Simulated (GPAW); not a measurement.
Input of a GPAW 26.7.0 run:

The input run.py:

```python
import numpy as np
from ase import Atoms
from ase.dft.bandgap import bandgap
from ase.io import write
from gpaw import GPAW, PW
from gpaw.response.df import DielectricFunction

atoms = Atoms(['W', 'W', 'S', 'S', 'S', 'S'],
              cell=[[3.2423687753, 0.0, 0.0],
                    [-1.6211843877, 2.8079737278, 0.0],
                    [0.0, 0.0, 12.7451602803]],
              scaled_positions=[[0.6666666667, 0.3333333333, 0.75],
                                [0.3333333333, 0.6666666667, 0.25],
                                [0.6666666667, 0.3333333333, 0.375],
                                [0.3333333333, 0.6666666667, 0.875],
                                [0.6666666667, 0.3333333333, 0.125],
                                [0.3333333333, 0.6666666667, 0.625]],
              pbc=True)

calc = GPAW(mode=PW(400),
            xc='PBE',
            kpts={'size': (8, 8, 2), 'gamma': True},
            occupations={'name': 'fermi-dirac', 'width': 0.001},
            nbands=46,
            convergence={'density': 1e-06},
            maxiter=150,
            txt='gpaw.txt')
atoms.calc = calc
energy = atoms.get_potential_energy()
calc.write('gs.gpw')
write('result.traj', atoms)
print(f'Energy: {energy:.6f} eV')
print('Fermi level:', round(calc.get_fermi_level(), 4), 'eV')
print(f'Gap: {bandgap(calc)[0]:.4f} eV, direct: {bandgap(calc, direct=True)[0]:.4f} eV')

for size in [(13, 13, 3)]:
    name = 'x'.join(str(n) for n in size)
    dense = calc.fixed_density(kpts={'size': size, 'gamma': True},
                               nbands=80, convergence={'bands': 74, 'eigenstates': 1e-7},
                               update_fermi_level=True, txt=f'dense-{name}.txt')
    dense.write(f'{name}.gpw', mode='all')
    df = DielectricFunction(f'{name}.gpw', frequencies=np.array([0.0]), hilbert=False, eta=0.001,
                            ecut=80, nbands=74, intraband=False, txt=f'df-{name}.txt')
    for xc in ['RPA']:
        for direction in ['x', 'y', 'z', [0, 1, 1], [1, 0, 1], [1, 1, 0]]:
            e0, e = df.get_macroscopic_dielectric_constant(xc=xc, direction=direction)
            print(f'{name} {xc} {direction}: {e0:.4f} without, {e:.4f} with local fields')
```

Potentials or basis: GPAW PAW data sets (gpaw-data 1.2.1), pw.

The run is started by

```sh
$ OMP_NUM_THREADS=1 python run.py
```

Q: Estimate the electronic dielectric tensor (diagonal).

A: 12.36, 12.36, 4.90.

Q: What does it give for the band gap on the k mesh?

A: 1.22 eV, indirect (least direct gap 2.02 eV).

Electronic dielectric tensor:
```
12.36  0.00  0.00
 0.00 12.36  0.00
 0.00  0.00  4.90
```

Caveat: the long-wavelength limit can be off by several per cent where d states take part; spin-orbit coupling is left out, which moves the levels of the heavy elements; an odd mesh through Γ misses points on the zone boundary, where band edges often lie.
